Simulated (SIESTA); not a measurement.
**Al2Pt under changes of volume**

One of the cells (17.546 Å³/atom); the others are scaled copies at fixed shape and fractional positions:

```xyz
3
Lattice="0.0000 2.9746 2.9746 2.9746 0.0000 2.9746 2.9746 2.9746 0.0000" Properties=species:S:1:pos:R:3 pbc="T T T"
Pt    0.0000    0.0000    0.0000
Al    4.4619    4.4619    4.4619
Al    1.4873    1.4873    1.4873
```

| Property | Result |
| --- | --- |
| Program | SIESTA 5.4.2 |
| Functional | PBE |
| Potentials or basis | PseudoDojo 0.4 standard (PBE files) |
| Basis | DZP (energy shift 0.003 Ry; two zetas on semicore shells) |
| Grid cutoff | 800 Ry |
| Energy shift | 0.003 Ry |
| k mesh | 8 × 8 × 8 |
| Occupations | fermi-dirac, width 0.05 eV |
| Spin | no spin polarisation |

```csv
volume (Å³/atom),energy over the lowest point (meV/atom),pressure (GPa)
16.170,57.87,13.7
16.514,?,?
16.858,14.82,6.5
17.546,0.00,0.7
17.890,1.23,-1.7
18.234,7.36,-3.9
```

**Question.** What does the run at 16.514 Å³/atom give?

**Answer.** Energy over the lowest point 32.48 meV/atom; pressure 10.0 GPa.

Worked out: A Birch-Murnaghan fit of order 3 (a polynomial in V^(-2/3)) to the other rows has its minimum at 17.64 Å³/atom with B0 = V·E''(V) = 128 GPa and B' = 5.2. It gives 32.38 meV/atom at 16.514 Å³/atom, against the run's 32.48, and -dE/dV = 10.0 GPa, against 10.0.

Energies are extrapolated to zero smearing.

Caveats: short orbitals over semicore shells can move pressures by several GPa; the basis of atomic orbitals isn't converged, which shifts pressures, moduli and gaps.
